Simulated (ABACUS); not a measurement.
Input of an ABACUS 3.10.1 run:

INPUT

```
INPUT_PARAMETERS
suffix              AgBr
calculation         scf
basis_type          pw
pseudo_dir          ./
symmetry            1
dft_functional      pbesol
ecutwfc             82
pseudo_rcut         7
nspin               1
nbands              17
ks_solver           dav
smearing_method     fd
smearing_sigma      0.00367493
scf_thr             1e-08
scf_nmax            100
mixing_type         broyden
mixing_beta         0.7
cal_force           1
cal_stress          1
kpar                4
```

Contents of STRU:

```
ATOMIC_SPECIES
Ag 107.8682 Ag.upf
Br 79.9040 Br.upf

LATTICE_CONSTANT
1.8897261246

LATTICE_VECTORS
0.0000000000 2.8701500000 2.8701500000
2.8701500000 0.0000000000 2.8701500000
2.8701500000 2.8701500000 0.0000000000

ATOMIC_POSITIONS
Direct

Ag
0.0
1
0.0000000000 0.0000000000 0.0000000000 1 1 1

Br
0.0
1
0.5000000000 0.5000000000 0.5000000000 1 1 1
```

KPT

```
K_POINTS
0
Gamma
8 8 8 0 0 0
```

Potentials or basis: PseudoDojo NC SR 0.4.1 PBEsol standard, plane waves.

Command:

```bash
$ OMP_NUM_THREADS=1 mpirun -np 4 abacus > log
```

Q: What does it give for the band gap on the k mesh?

A: 0.50 eV, indirect (least direct gap 2.45 eV).

Q: What does it give for the pressure?

A: -1.7 GPa.

A k mesh can miss the band edges.
